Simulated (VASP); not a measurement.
# Rb (Fm-3m) in VASP: further runs

The runs below take Rb through single point, with r2SCAN.

Program: VASP 6.6.1. These are calculated values, not measurements. Logs are shortened: lines on timing, memory, paths and dates and some standing lists are left out, and cuts for length are marked.

## 1. Starting point

Symmetry: Fm-3m, No. 225, cubic system. The conventional cell has a = 7.280 Å, b = 7.280 Å, c = 7.280 Å, α = 90.00°, β = 90.00°, γ = 90.00°.

This isn't the form of Rb at room conditions, which is bcc.

## 2. Single point, r2SCAN

INCAR reads:

```
SYSTEM = Rb
PREC = Accurate
ENCUT = 450
EDIFF = 1E-6
ISMEAR = 1
SIGMA = 0.2
LREAL = Auto
LASPH = .TRUE.
NELM = 100
ALGO = Normal
ISIF = 2
LWAVE = .FALSE.
LCHARG = .FALSE.
METAGGA = R2SCAN
LMIXTAU = .TRUE.
ADDGRID = .FALSE.
```

KPOINTS reads:

```
regular mesh
0
G
  5 5 5
  0 0 0
```

POSCAR reads:

```
Rb
1.0
    0.0790870000      3.6559800000      3.6130310000
    3.6559400000      0.0406780000      3.6514400000
    3.6810400000      3.7194890000      0.0155780000
Rb
1
Direct
   -0.0191540000      0.0033960000      0.0084760000
```

Potentials or basis: VASP PAW PBE potentials, release 64 (Rb_sv).

Launch:

```console
cat potpaw_PBE.64/Rb_sv/POTCAR > POTCAR
mpirun -np 1 vasp_std > vasp.out
```

OUTCAR:

```text
SYSTEM = Rb
   PREC = Accurate
   ENCUT = 450
   EDIFF = 1E-6
   ISMEAR = 1
   LREAL = Auto
   LASPH = .TRUE.
   NELM = 100
   ISIF = 2
   METAGGA = R2SCAN

 Found     63 irreducible k-points:

 Following reciprocal coordinates:
            Coordinates               Weight
  0.000000  0.000000  0.000000      1.000000
  0.200000 -0.000000  0.000000      2.000000
  0.400000  0.000000  0.000000      2.000000
  0.000000  0.200000  0.000000      2.000000
  0.200000  0.200000  0.000000      2.000000
  0.400000  0.200000  0.000000      2.000000
   k-points           NKPTS =     63   k-points in BZ     NKDIM =     63   number of bands    NBANDS=      8
   number of dos      NEDOS =    301   number of ions     NIONS =      1
   total plane-waves  NPLWV =  46656
   dimension x,y,z NGX =    36 NGY =   36 NGZ =   36
   dimension x,y,z NGXF=    72 NGYF=   72 NGZF=   72
   ions per type =               1
   NGX,Y,Z   is equivalent  to a cutoff of  11.64, 11.58, 11.44 a.u.
   NGXF,Y,Z  is equivalent  to a cutoff of  23.28, 23.16, 22.87 a.u.
 SYSTEM =  Rb
   PREC   = accura    normal or accurate (medium, high low for compatibility)
   ISTART =      0    job   : 0-new  1-cont  2-samecut
   ICHARG =      2    charge: 1-file 2-atom 10-const
   ISPIN  =      1    spin polarized calculation?
   LNONCOLLINEAR =      F non collinear calculations
   LSORBIT =      F    spin-orbit coupling
   LASPH  =      T    aspherical Exc in radial PAW
   ENCUT  =  450.0 eV  33.07 Ry    5.75 a.u.   8.89  8.94  9.05*2*pi/ulx,y,z
   NELM   =    100;   NELMIN=  2; NELMDL= -5     # of ELM steps
   EDIFF  = 0.1E-05   stopping-criterion for ELM
   LREAL  =      T    real-space projection
   EDIFFG = 0.1E-04   stopping-criterion for IOM
   NSW    =      0    number of steps for IOM
   IBRION =     -1    ionic relax: 0-MD 1-quasi-New 2-CG
   NFREE  =      0    steps in history (QN), initial steepest desc. (CG)
   ISIF   =      2    stress and relaxation
   ISYM   =      2    0-nonsym 1-usesym 2-fastsym
   POTIM  = 0.5000    time-step for ionic-motion
   TEBEG  =    0.0;   TEEND  =   0.0 temperature during run
   PSTRESS=    0.0 pullay stress
   NELECT =       9.0000    total number of electrons
   NUPDOWN=      -1.0000    fix difference up-down
   EMIN   =  10.00;   EMAX   =-10.00  energy-range for DOS
   EFERMI =   0.00;   METHOD = LEGACY
   ISMEAR =     1;   SIGMA  =   0.20  broadening in eV -4-tet -1-fermi 0-gaus
   EFERMI_NEDOS =   21; number of points for ismear=-14 and -15
   IALGO  =     38    algorithm
   IMIX   =      4    mixing-type and parameters
     AMIX     =   0.40;   BMIX     =  1.00
     AMIX_MAG =   1.60;   BMIX_MAG =  1.00
  volume/ion in A,a.u.               =      96.45       650.86
  Fermi-wavevector in a.u.,A,eV,Ry     =   0.742548  1.403213  7.501953  0.551378
  Thomas-Fermi vector in A             =   1.837453
   LORBIT       =      0    0 simple, 1 ext, 2 COOP (PROOUT), +10 PAW based schemes
   METAGGA = R2SCAN    functional components
   LHFCALC =     F    Hartree Fock is set to
   AEXX    =    0.0000 exact exchange contribution
   IVDW    =     0    specifies the selected vdW correction
   LEPSILON=     F    determine dielectric tensor
   LRPA    =     F    only Hartree local field effects (RPA)
 non-spin polarized calculation
 Methfessel and Paxton  Order N= 1 SIGMA  =   0.20
  energy-cutoff  :      450.00
  volume of cell :       96.45
 maximum number of plane-waves:      2106
   NGX = 17   NGY = 17   NGZ = 19

 number of electron       9.0000000 magnetization

 Free energy of the ion-electron system (eV)
  ---------------------------------------------------
  ext. energy  EPLUGINS =         0.00000000
  ---------------------------------------------------
  free energy    TOTEN  =       -13.94488801 eV

  energy without entropy =      -13.94779954  energy(sigma->0) =      -13.94585852

 E-fermi :   0.0673     XC(G=0):  -5.5832

 val. band max:        0.0286449583   @ k =   0.4000   0.4000   0.0000
 cond. band min:       0.3050757178   @ k =  -0.4000  -0.4000   0.4000
 fundamental gap:      0.2764307596
 Fermi energy:         0.0673462687

 k-point     1 :       0.0000    0.0000    0.0000
  band No.  band energies     occupation
      1     -30.1654      2.00000
      2     -13.6597      2.00000
      3     -13.6595      2.00000
      4     -13.6595      2.00000
      5      -2.0791      2.00000
      6       3.7768     -0.00000
      7       3.8798     -0.00000
      8       4.0292     -0.00000

 k-point     2 :       0.2000   -0.0000    0.0000
  band No.  band energies     occupation
      1     -30.1642      2.00000
      2     -13.6895      2.00000
      3     -13.6641      2.00000
      4     -13.6634      2.00000
      5      -1.6217      2.00000
      6       2.9143     -0.00000
      7       3.8807     -0.00000
      8       4.0024     -0.00000

 k-point     3 :       0.4000    0.0000    0.0000
  band No.  band energies     occupation
      1     -30.1622      2.00000
      2     -13.7368      2.00000
      3     -13.6715      2.00000
      4     -13.6698      2.00000
      5      -0.3948      2.00518
      6       1.2724     -0.00000
      7       3.5922     -0.00000
      8       3.7173     -0.00000

 k-point     4 :       0.0000    0.2000    0.0000
  band No.  band energies     occupation
      1     -30.1643      2.00000
      2     -13.6880      2.00000
      3     -13.6637      2.00000
      4     -13.6630      2.00000
      5      -1.6347      2.00000
      6       2.8313     -0.00000
      7       3.8536     -0.00000
      8       4.1041      0.00000

 k-point     5 :       0.2000    0.2000    0.0000
  band No.  band energies     occupation
      1     -30.1640      2.00000
      2     -13.6868      2.00000
      3     -13.6702      2.00000
      4     -13.6693      2.00000
      5      -1.4885      2.00000
      6       2.9000     -0.00000
      7       3.8120     -0.00000
      8       3.8727     -0.00000

 k-point     6 :       0.4000    0.2000    0.0000
  band No.  band energies     occupation
      1     -30.1622      2.00000
      2     -13.7217      2.00000
      3     -13.6795      2.00000
      4     -13.6778      2.00000
      5      -0.5254      2.00023
      6       1.9387     -0.00000
      7       2.8474     -0.00000
      8       3.8465     -0.00000

 [... further k-points ...]

------------------------ aborting loop because EDIFF is reached ----------------------------------------

  FORCE on cell =-STRESS in cart. coord.  units (eV):
  Direction    XX          YY          ZZ          XY          YZ          ZX
  --------------------------------------------------------------------------------------
  -------------------------------------------------------------------------------------
  Total       -0.0356806     -0.0405040     -0.0372728     -0.0570624      0.0121501     -0.0304360
  in kB       -0.5927205     -0.6728453     -0.6191704     -0.9479109      0.2018356     -0.5055988
  external PRESSURE =      -0.6282454 kB  Pullay stress =       0.0000000 kB

 VOLUME and BASIS-vectors are now :
 -----------------------------------------------------------------------------
  energy-cutoff  :      450.00
  volume of cell :       96.45
      direct lattice vectors                 reciprocal lattice vectors
     0.079087000  3.655980000  3.613031000    -0.140810279  0.138770703  0.139437870
     3.655940000  0.040678000  3.651440000     0.138745112 -0.137882505  0.136484505
     3.681040000  3.719489000  0.015578000     0.136888613  0.133960839 -0.138549672

 POSITION                                       TOTAL-FORCE (eV/Angst)
 -----------------------------------------------------------------------------------
      0.12119      3.61762      3.55636         0.000000      0.000000     -0.000000
 -----------------------------------------------------------------------------------
    total drift:                                0.000000      0.000000     -0.000000

  FREE ENERGIE OF THE ION-ELECTRON SYSTEM (eV)
  ---------------------------------------------------
  free  energy   TOTEN  =       -13.9448880146 eV

  energy  without entropy=      -13.9477995412  energy(sigma->0) =      -13.94585852
```

OSZICAR:

```text
N       E                     dE             d eps       ncg     rms          rms(c)
DAV:   1     0.292548548370E+02    0.29255E+02   -0.31978E+03  1008   0.751E+02
[... 23 lines left out ...]
DAV:  25    -0.139449138875E+02    0.34871E-04   -0.10711E-05  1080   0.347E-02    0.769E-03
DAV:  26    -0.139449071662E+02    0.67212E-05   -0.51371E-07  1544   0.643E-03    0.750E-03
DAV:  27    -0.139449041892E+02    0.29771E-05   -0.10493E-05  1024   0.404E-02    0.724E-03
DAV:  28    -0.139448907790E+02    0.13410E-04   -0.44852E-05  1008   0.637E-02    0.805E-03
DAV:  29    -0.139448925025E+02   -0.17235E-05   -0.17962E-06  1480   0.129E-02    0.749E-03
DAV:  30    -0.139448885814E+02    0.39211E-05   -0.48964E-06  1016   0.213E-02    0.445E-03
DAV:  31    -0.139448880146E+02    0.56680E-06   -0.58514E-07  1192   0.645E-03
   1 F= -.13944888E+02 E0= -.13945859E+02  d E =0.291153E-02
```

stdout:

```text
POSCAR found type information on POSCAR Rb
 POSCAR found :  1 types and       1 ions
 scaLAPACK will be used
 -----------------------------------------------------------------------------
|                                                                             |
|                                                                             |
|     You have a (more or less) 'small supercell' and for smaller cells       |
|     it is recommended to use the reciprocal-space projection scheme!        |
|     The real-space optimization is not efficient for small cells and it     |
|     is also less accurate ...                                               |
|     Therefore, set LREAL=.FALSE. in the INCAR file.                         |
|                                                                             |
 -----------------------------------------------------------------------------

 -----------------------------------------------------------------------------
|                                                                             |
|                                                                             |
|     You enforced a specific xc type in the INCAR file but a different       |
|     I HOPE YOU KNOW WHAT YOU ARE DOING!                                     |
|                                                                             |
 -----------------------------------------------------------------------------

 LDA part: xc-table for (None), standard interpolation
 POSCAR, INCAR and KPOINTS ok, starting setup
 FFT: planning ... GRIDC
 FFT: planning ... GRID_SOFT
 FFT: planning ... GRID
 WAVECAR not read
 entering main loop
```

Wall time 2.1 min (1 thread of Intel Xeon 6975P-C (Granite Rapids), shared host); peak memory 0.24 GiB.

The run converged, but some of its settings lie outside the range that counts as converged, so its numbers aren't taken as properties of the crystal.

What came out:

| Quantity | Value |
| --- | --- |
| Free energy | -13.9449 eV |
| Pressure | -0.1 GPa |
| Band gap on the k mesh | none (metal or under the smearing width) |

Caveat: the PAW data sets were made with another functional, which shifts forces and pressure a little.

[end of part 1 of 2]
